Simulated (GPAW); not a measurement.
# InAs (F-43m) in GPAW: single point with PBE

Aim: the single point of InAs with PBE.

Everything below comes from runs of GPAW 26.7.0. Logs are shortened: lines on timing, memory, paths and dates and some standing lists are left out, and cuts for length are marked. The log counts tension as positive stress, the text compression.

### Step 1. The structure

The structure is cubic, space group F-43m (No. 216). Conventional cell: a = 6.036 Å, b = 6.036 Å, c = 6.036 Å, α = 90.00°, β = 90.00°, γ = 90.00°. In (site symmetry -43m) has 4 As at 2.61 Å as nearest neighbours. As (site symmetry -43m) is surrounded by 4 In at 2.61 Å.

### Step 2. Single point, PBE

run.py reads:

```python
import spglib
from ase import Atoms
from ase.dft.bandgap import bandgap
from ase.io import read, write
from ase.units import GPa
from gpaw import GPAW, PW

atoms = read('InAs.cif')
cell, positions, numbers = spglib.find_primitive(
    (atoms.cell[:], atoms.get_scaled_positions(), atoms.numbers), symprec=1e-4)
atoms = Atoms(numbers, cell=cell, scaled_positions=positions, pbc=True)

calc = GPAW(mode=PW(600),
            xc='PBE',
            kpts={'size': (12, 12, 12), 'gamma': True},
            occupations={'name': 'fermi-dirac', 'width': 0.05},
            nbands=18,
            convergence={'density': 1e-05, 'energy': 1e-05},
            maxiter=80,
            txt='gpaw.txt')
atoms.calc = calc
energy = atoms.get_potential_energy()
forces = atoms.get_forces()
stress = atoms.get_stress()
calc.write('gs.gpw')
write('result.traj', atoms)
print(f'Energy: {energy:.6f} eV')
print('Forces (eV/A):')
print(forces.round(4))
print('Stress (GPa):', (stress / GPa).round(3))
print('Fermi level:', round(calc.get_fermi_level(), 4), 'eV')
print(f'Gap: {bandgap(calc)[0]:.4f} eV, direct: {bandgap(calc, direct=True)[0]:.4f} eV')
```

InAs.cif reads:

```cif
data_InAs
_cell_length_a 6.03600000
_cell_length_b 6.03600000
_cell_length_c 6.03600000
_cell_angle_alpha 90.00000000
_cell_angle_beta 90.00000000
_cell_angle_gamma 90.00000000
_space_group_name_H-M_alt 'F-43m'
_space_group_name_Hall 'F -4 2 3'
_space_group_IT_number 216
loop_
_space_group_symop_operation_xyz
'x,y,z'
'y,-x,-z'
'-x,-y,z'
'-y,x,-z'
'x,-y,-z'
'y,x,z'
'-x,y,-z'
'-y,-x,z'
'z,x,y'
'-z,y,-x'
'z,-x,-y'
'-z,-y,x'
'-z,x,-y'
'z,y,x'
'-z,-x,y'
'z,-y,-x'
'y,z,x'
'-x,-z,y'
'-y,z,-x'
'x,-z,-y'
'-y,-z,x'
'x,z,y'
'y,-z,-x'
'-x,z,-y'
'x,y+1/2,z+1/2'
'y,-x+1/2,-z+1/2'
'-x,-y+1/2,z+1/2'
'-y,x+1/2,-z+1/2'
'x,-y+1/2,-z+1/2'
'y,x+1/2,z+1/2'
'-x,y+1/2,-z+1/2'
'-y,-x+1/2,z+1/2'
'z,x+1/2,y+1/2'
'-z,y+1/2,-x+1/2'
'z,-x+1/2,-y+1/2'
'-z,-y+1/2,x+1/2'
'-z,x+1/2,-y+1/2'
'z,y+1/2,x+1/2'
'-z,-x+1/2,y+1/2'
'z,-y+1/2,-x+1/2'
'y,z+1/2,x+1/2'
'-x,-z+1/2,y+1/2'
'-y,z+1/2,-x+1/2'
'x,-z+1/2,-y+1/2'
'-y,-z+1/2,x+1/2'
'x,z+1/2,y+1/2'
'y,-z+1/2,-x+1/2'
'-x,z+1/2,-y+1/2'
'x+1/2,y,z+1/2'
'y+1/2,-x,-z+1/2'
'-x+1/2,-y,z+1/2'
'-y+1/2,x,-z+1/2'
'x+1/2,-y,-z+1/2'
'y+1/2,x,z+1/2'
'-x+1/2,y,-z+1/2'
'-y+1/2,-x,z+1/2'
'z+1/2,x,y+1/2'
'-z+1/2,y,-x+1/2'
'z+1/2,-x,-y+1/2'
'-z+1/2,-y,x+1/2'
'-z+1/2,x,-y+1/2'
'z+1/2,y,x+1/2'
'-z+1/2,-x,y+1/2'
'z+1/2,-y,-x+1/2'
'y+1/2,z,x+1/2'
'-x+1/2,-z,y+1/2'
'-y+1/2,z,-x+1/2'
'x+1/2,-z,-y+1/2'
'-y+1/2,-z,x+1/2'
'x+1/2,z,y+1/2'
'y+1/2,-z,-x+1/2'
'-x+1/2,z,-y+1/2'
'x+1/2,y+1/2,z'
'y+1/2,-x+1/2,-z'
'-x+1/2,-y+1/2,z'
'-y+1/2,x+1/2,-z'
'x+1/2,-y+1/2,-z'
'y+1/2,x+1/2,z'
'-x+1/2,y+1/2,-z'
'-y+1/2,-x+1/2,z'
'z+1/2,x+1/2,y'
'-z+1/2,y+1/2,-x'
'z+1/2,-x+1/2,-y'
'-z+1/2,-y+1/2,x'
'-z+1/2,x+1/2,-y'
'z+1/2,y+1/2,x'
'-z+1/2,-x+1/2,y'
'z+1/2,-y+1/2,-x'
'y+1/2,z+1/2,x'
'-x+1/2,-z+1/2,y'
'-y+1/2,z+1/2,-x'
'x+1/2,-z+1/2,-y'
'-y+1/2,-z+1/2,x'
'x+1/2,z+1/2,y'
'y+1/2,-z+1/2,-x'
'-x+1/2,z+1/2,-y'
loop_
_atom_site_label
_atom_site_type_symbol
_atom_site_symmetry_multiplicity
_atom_site_Wyckoff_symbol
_atom_site_fract_x
_atom_site_fract_y
_atom_site_fract_z
_atom_site_occupancy
In1 In 4 a 0.0000000000 0.0000000000 0.0000000000 1
As1 As 4 c 0.2500000000 0.2500000000 0.2500000000 1
```

Potentials or basis: GPAW PAW data sets (gpaw-data 1.2.1), pw.

Launch:

```bash
> OMP_NUM_THREADS=1 python run.py
```

gpaw.txt:

```text
__  _  _
 | _ |_)|_||  |
 |__||  | ||/\| - 26.7.0

Input parameters:
  mode=PW(ecut=600.0),
  convergence={'density': 1e-05, 'energy': 1e-05},
  kpts=MonkhorstPack(size=(12, 12, 12), gamma=True),
  maxiter=80,
  nbands=18,
  occupations=Occupations(name='fermi-dirac', width=0.05),
  xc=XC(name='PBE')

Diagonalizing LCAO Hamiltonian
Converting LCAO to pw mode

            As

       In

Atoms  # Å, Bohr magnetons
|   | symbol |        x |        y |        z |    initial magnetic moments |
|---|--------|----------|----------|----------|-----------------------------|
| 0 |     In | 0.000000 | 0.000000 | 0.000000 | ( 0.0000,  0.0000,  0.0000) |
| 1 |     As | 1.509000 | 1.509000 | 1.509000 | ( 0.0000,  0.0000,  0.0000) |

Unit cell  # Å
| periodic |        x |        y |        z |  lengths |    angles |
|----------|----------|----------|----------|----------|-----------|
|      yes | 0.000000 | 3.018000 | 3.018000 | 4.268097 | 60.000000 |
|      yes | 3.018000 | 0.000000 | 3.018000 | 4.268097 | 60.000000 |
|      yes | 3.018000 | 3.018000 | 0.000000 | 4.268097 | 60.000000 |

Number of symmetries: 24
Symmetry operations  # r_c * U_cc + t_c -> r_c
|    | kind |            matrix            |
|----|------|------------------------------|
|  0 |  E   |  1, 0, 0,  0, 1, 0,  0, 0, 1 |
|  1 |  σ   |  1, 0, 0,  0, 0, 1,  0, 1, 0 |
|  2 |  σ   |  1, 0,-1,  0, 1,-1,  0, 0,-1 |
|  3 |  C3  |  1, 0,-1,  0, 0,-1,  0, 1,-1 |
|  4 |  C3  |  1,-1, 0,  0,-1, 1,  0,-1, 0 |
|  5 |  σ   |  1,-1, 0,  0,-1, 0,  0,-1, 1 |
|  6 |  σ   |  0, 1, 0,  1, 0, 0,  0, 0, 1 |
|  7 |  C3  |  0, 1, 0,  0, 0, 1,  1, 0, 0 |
|  8 |  C2  |  0, 1,-1,  1, 0,-1,  0, 0,-1 |
|  9 |  S4  |  0, 1,-1,  0, 0,-1,  1, 0,-1 |
| 10 |  C3  |  0, 0, 1,  1, 0, 0,  0, 1, 0 |
| 11 |  σ   |  0, 0, 1,  0, 1, 0,  1, 0, 0 |
| 12 |  S4  |  0, 0,-1,  1, 0,-1,  0, 1,-1 |
| 13 |  C3  |  0, 0,-1,  0, 1,-1,  1, 0,-1 |
| 14 |  S4  |  0,-1, 1,  1,-1, 0,  0,-1, 0 |
| 15 |  C2  |  0,-1, 1,  0,-1, 0,  1,-1, 0 |
| 16 |  C3  |  0,-1, 0,  1,-1, 0,  0,-1, 1 |
| 17 |  S4  |  0,-1, 0,  0,-1, 1,  1,-1, 0 |
| 18 |  S4  | -1, 1, 0, -1, 0, 1, -1, 0, 0 |
| 19 |  C3  | -1, 1, 0, -1, 0, 0, -1, 0, 1 |
| 20 |  C3  | -1, 0, 1, -1, 1, 0, -1, 0, 0 |
| 21 |  S4  | -1, 0, 1, -1, 0, 0, -1, 1, 0 |
| 22 |  σ   | -1, 0, 0, -1, 1, 0, -1, 0, 1 |
| 23 |  C2  | -1, 0, 0, -1, 0, 1, -1, 1, 0 |

BZ-sampling:
  Number of BZ points: 1728
  Number of IBZ points: 72

  Monkhorst-Pack size: [12, 12, 12]
  Monkhorst-Pack shift: [0.041666666666666664, 0.041666666666666664, 0.041666666666666664]

K-points  # in reciprocal-cell coordinates
|     |                                coordinates |     weight |
|-----|--------------------------------------------|------------|
|   0 | ( -0.00000000,  -0.00000000,  -0.00000000) | 0.00057870 |
|   1 | (  0.08333333,   0.08333333,  -0.00000000) | 0.00347222 |
|   2 | (  0.08333333,   0.08333333,   0.08333333) | 0.00462963 |
|   3 | (  0.16666667,   0.08333333,   0.08333333) | 0.00694444 |
|   4 | (  0.16666667,   0.16666667,  -0.00000000) | 0.00347222 |
|   5 | (  0.16666667,   0.16666667,   0.08333333) | 0.01388889 |
|   6 | (  0.16666667,   0.16666667,   0.16666667) | 0.00462963 |
|   7 | (  0.25000000,   0.16666667,   0.08333333) | 0.01388889 |
|   8 | (  0.25000000,   0.16666667,   0.16666667) | 0.01388889 |
|   9 | (  0.25000000,   0.25000000,  -0.00000000) | 0.00347222 |
| ... |                                            |            |
|  71 | (  0.50000000,   0.50000000,   0.50000000) | 0.00231481 |

Plane wave coefficients: 1856
Cutoff: 600.0 eV

Spin-components: 1 (collinear spins)
Bands:           18
Projectors:      11
Spin-degeneracy: 2
Datatype:        complex128

Parallelization:
  kpt:    1
  domain: 1
  band:   1

Density:
  Valence electrons: 18.0
  Components: 1
  Grid points: [25 25 25]
  Charge: 0.0  # |e|

Potential:
  Grid points: [25 25 25]

species:
  In:
    name:    Indium
    Z:       49.0
    valence: 13
    core:    36
    charge:  0.0  # [|e|]
    compensation charges:
      type: gauss
      rc: 0.36  # [Å]
      lmax: 2
    cutoffs:
      filter: 2.09  # [Å]
      core: 2.48  # [Å]
    projectors
    | kind |    occ | energy [eV] | rcut [Å] |
    |------|--------|-------------|----------|
    |   5s |  2.000 |      -8.203 |    1.185 |
    |   5p |  1.000 |      -2.521 |    1.244 |
    |   4d | 10.000 |     -18.629 |    1.148 |
    |    s |        |      19.008 |    1.185 |
    |    p |        |      24.691 |    1.244 |
    |    d |        |       8.583 |    1.148 |

    Using partial waves for In as LCAO basis

  As:
    name:    Arsenic
    Z:       33.0
    valence: 5
    core:    28
    charge:  0.0  # [|e|]
    compensation charges:
      type: gauss
      rc: 0.33  # [Å]
      lmax: 2
    cutoffs:
      filter: 1.87  # [Å]
      core: 2.96  # [Å]
    projectors
    | kind |    occ | energy [eV] | rcut [Å] |
    |------|--------|-------------|----------|
    |   4s |  2.000 |     -14.487 |    1.058 |
    |   4p |  3.000 |      -5.196 |    1.058 |
    |    s |        |      12.725 |    1.058 |
    |    p |        |      22.016 |    1.058 |
    |    d |        |       0.000 |    1.058 |

    Using partial waves for As as LCAO basis

Reference energy: -221478.393260  # eV

eigensolver:
  PPCG
  Converge bands: occupied
  niter=2

density mixing:
  MSR1-Mixer
  Pratt-step length: 0.05
  Maximum mixing coefficient: 0.75
  Old densities: 10
  SVD Regularization: 0.005
  Good broyden scale: 1.0
  Trust region scale: 1.0
  Backstep threshold: 4.0
  History deletion threshold: 6.0
  Fourier metric: weight=20.0, sigma=0.015

occupation numbers:
  Fermi-Dirac:
    width: 0.0500  # eV

poisson solver:
  ecut: 4800.0  # eV

xc functional:
  name: PBE with 2 nearest neighbor stencil

convergence criteria:
- Maximum integral of absolute [dens]ity change: 1e-05 electrons / valence electron
- Maximum [total energy] change in last 3 cyles: 1e-05 eV / valence electron
- Maximum integral of absolute [eigenst]ate change: 4e-08 eV^2 / valence electron
maximum number of iterations: 80

SCF iterations
|iter     | |      energy | eigst |  dens |
|---------|-|-------------|-------|-------|
|iter:   1| |   -8.121115 | -0.34 |       |
|iter:   2| |   -8.076691 | -2.36 | -1.18 |
|iter:   3| |   -7.907285 | -1.94 | -1.21 |
|iter:   4| |   -7.908404 | -3.32 | -1.80 |
|iter:   5| |   -7.908510 | -4.11 | -2.33 |
|iter:   6| |   -7.908538c| -5.65 | -3.12 |
|iter:   7| |   -7.908541c| -6.67 | -3.56 |
|iter:   8| |   -7.908542c| -8.14c| -4.62 |
|iter:   9| |   -7.908542c| -8.41c| -5.37c|

Converged in 9 steps
Energy contributions relative to reference atoms: (reference = -221478.393260)

Energy contributions:
  Kinetic:          26.971337
  Coulomb:         -24.707489
  Zero:              0.139552
  External:          0.000000
  Xc:              -10.311819
  Entropy:          -0.000245
  Spinorbit:         0.000000
  ----------------------------
  Free energy:      -7.908664
  Extrapolated:     -7.908542

dipole moment: (-23.458098, -23.458098, -23.458098)  # |e|*Ang

Fermi level: 4.997
Eigenvalues  # (at kpt = [-0.000, -0.000, -0.000])
| band index |      eig [eV] | occ [0-2] |
|------------|---------------|-----------|
|          0 |        -9.407 |     2.000 |
|        ... |               |           |
|          2 |        -9.407 |     2.000 |
|          3 |        -9.278 |     2.000 |
|          4 |        -9.278 |     2.000 |
|          5 |        -6.993 |     2.000 |
|          6 |         4.742 |     1.988 |
|          7 |         4.902 |     1.740 |
|          8 |         4.902 |     1.740 |
|          9 |         4.902 |     1.740 |
|         10 |         8.796 |     0.000 |
|         11 |         8.796 |     0.000 |
|         12 |         8.796 |     0.000 |
|         13 |        12.469 |     0.000 |
|         14 |        14.638 |     0.000 |
|         15 |        14.638 |     0.000 |
|         16 |        15.398 |     0.000 |
|         17 |        15.398 |     0.000 |

No gap
No difference between direct/indirect transitions

Forces  # eV/Ang
|       x |        y |        z |
|---------|----------|----------|
| 0.00000 |  0.00000 |  0.00000 |  # In   0
| 0.00000 | -0.00000 | -0.00000 |  # As   1

Stress tensor  # eV/Ang^3
|         x |         y |         z |
|-----------|-----------|-----------|
| -0.025117 |  0.000000 | -0.000000 |
|  0.000000 | -0.025117 |  0.000000 |
| -0.000000 |  0.000000 | -0.025117 |

# Writing to gs.gpw (mode='')
```

It took 19 s on 1 thread of Intel Xeon 6975P-C (Granite Rapids), shared host; peak memory 0.21 GiB.

What came out:

* Free energy: -7.9087 eV
* Pressure: 4.0 GPa
* Band gap on the k mesh: none (metal or under the smearing width)

Caveat: this crystal is a semiconductor, whose small gap the functional closes, so the metal is an error of the method.
